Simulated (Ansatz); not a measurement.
# AlNi2: tests of the settings

The task here is to estimate one member of a computed series from the others.

Program: Ansatz 0.2.0. Level of theory: DFT PBEsol, scalar-relativistic, plane waves, PAW. These are calculated values, not measurements.

3 further runs of the same task are left out: 2 for a known fault of the program, 1 set aside as unsound or not needed. Runs told in other sessions of the task aren't counted.

### The system as given

Symmetry: P-3m1, No. 164, trigonal system. The conventional cell has a = 3.974 Å, b = 3.974 Å, c = 4.904 Å, α = 90.00°, β = 90.00°, γ = 120.00°. Around Al (site symmetry 3m) lie 8 Ni at 2.37 to 2.48 Å. Ni (site symmetry 3m) is surrounded by 5 Al at 2.37 to 2.48 Å and 3 Ni at 2.47 Å. Ni (site symmetry -3m) is surrounded by 8 Ni at 2.45 to 2.47 Å and 6 Al at 2.75 Å. Ni (site symmetry -3m) has 8 Ni at 2.45 to 2.77 Å and 6 Al at 2.48 Å in its first shell of neighbours.

As a file:

```cif
data_structure
_symmetry_space_group_name_H-M 'P 1'
_symmetry_Int_Tables_number 1
_cell_length_a 3.9740
_cell_length_b 3.9740
_cell_length_c 4.9043
_cell_angle_alpha 90.000
_cell_angle_beta 90.000
_cell_angle_gamma 120.000
_cell_volume 67.07
loop_
_atom_site_label
_atom_site_type_symbol
_atom_site_fract_x
_atom_site_fract_y
_atom_site_fract_z
_atom_site_occupancy
Al1 Al 0.33333 0.66667 0.18987 1
Al2 Al 0.66667 0.33333 0.81013 1
Ni1 Ni 0.33333 0.66667 0.68511 1
Ni2 Ni 0.66667 0.33333 0.31489 1
Ni3 Ni 0.00000 0.00000 0.50000 1
Ni4 Ni 0.00000 0.00000 0.00000 1
```

Source of the structure: the Materials Project (structure only). It is taken as it stands there.

### The base input

Input file input.yaml:

```yaml
crystal:
  lattice:
    - [3.9740030242, 0.0, 0.0]
    - [-1.9870015121, 3.4415875737, 0.0]
    - [0.0, 0.0, 4.90425882]
  atoms:
    - { symbol: Al, position: [0.33333333, 0.66666667, 0.18987406] }
    - { symbol: Al, position: [0.66666667, 0.33333333, 0.81012594] }
    - { symbol: Ni, position: [0.33333333, 0.66666667, 0.68511004] }
    - { symbol: Ni, position: [0.66666667, 0.33333333, 0.31488996] }
    - { symbol: Ni, position: [0.0, 0.0, 0.5] }
    - { symbol: Ni, position: [0.0, 0.0, 0.0] }
basis:
  ecutwfc: 420
kpoints:
  mp_grid: { grid: [12, 12, 8] }
hamiltonian:
  xc: pbesol
scf:
  occupations: { method: gaussian, width: 0.1 }
output:
  forces: true
  stress: true
  eigenvalues: true
  populations: true
```

Its results, from an earlier run: -4045.3383 eV/atom at zero smearing, pressure 0.11 GPa, largest force 0.059 eV/Å, no gap on the mesh, in 8 SCF cycles and 51 s.

The first run:

Input file input.yaml:

```yaml
crystal:
  lattice:
    - [3.9740030242, 0.0, 0.0]
    - [-1.9870015121, 3.4415875737, 0.0]
    - [0.0, 0.0, 4.90425882]
  atoms:
    - { symbol: Al, position: [0.3333333333, 0.6666666667, 0.18987406] }
    - { symbol: Al, position: [0.6666666667, 0.3333333333, 0.81012594] }
    - { symbol: Ni, position: [0.3333333333, 0.6666666667, 0.68511004] }
    - { symbol: Ni, position: [0.6666666667, 0.3333333333, 0.31488996] }
    - { symbol: Ni, position: [0.0, 0.0, 0.5] }
    - { symbol: Ni, position: [0.0, 0.0, 0.0] }
basis:
  ecutwfc: 150
kpoints:
  mp_grid: { grid: [12, 12, 8] }
hamiltonian:
  xc: pbesol
scf:
  occupations: { method: gaussian, width: 0.1 }
output:
  forces: true
  stress: true
  eigenvalues: true
```

Run with:

```
ansatz run input.yaml --threads 1 --pin off --max-ram 2560MiB --backend cpu --events-out ev --progress --plain --runs-dir out
```

Steps of the session up to this table: Plane-wave cutoff set to 150 eV; Plane-wave cutoff set to 200 eV; Plane-wave cutoff: 250 eV; Plane-wave cutoff set to 300 eV; Plane-wave cutoff: 350 eV; Plane-wave cutoff set to 380 eV; Plane-wave cutoff set to 460 eV; Plane-wave cutoff: 520 eV; Plane-wave cutoff set to 600 eV; Plane-wave cutoff set to 700 eV; Plane-wave cutoff: 850 eV.

One of the session's tables, all rows but one given; the rest of the session is left out.

It belongs to the step «The sweep of the plane-wave cutoff side by side». 

```
cutoff (eV)  ΔE (meV/atom)  pressure (GPa)  largest change of a force component (eV/Å)
        150          59829           66.55                                       3.650
        200          10207           -2.17                                       0.263
        250           1671            4.31                                       0.186
        300            217            1.56                                       0.064
        350           16.6            0.35                                       0.001
        380           3.70            0.15                                       0.000
        420           1.69            0.11                                       0.001
        460              ?               ?                                           ?
        520           0.67            0.10                                       0.000
        600           0.45            0.10                                       0.000
        700           0.14            0.09                                       0.000
        850           0.00            0.09                                       0.000
```

Q: Estimate the row for cutoff (eV) = 460 from the others.

Worked estimate for «ΔE (meV/atom)». A straight line through the neighbours (420, 1.69) and (520, 0.67) gives 1.69 + (0.67 − 1.69) × (460 − 420) / (520 − 420) = 1.28; a parabola fitted to 4 rows on both sides gives 1.17.

**Answer.** ΔE (meV/atom): 1.18; pressure (GPa): 0.10; largest change of a force component (eV/Å): 0.000. In «ΔE (meV/atom)» the line misses by +0.10 and the parabola by -0.01.

Limits of these values: The settings are coarse, so take the values as rough. Spin polarisation is off in the runs that give these values; a magnetic solution could lie lower. Warnings in the runs' records: cutoff below recommended.
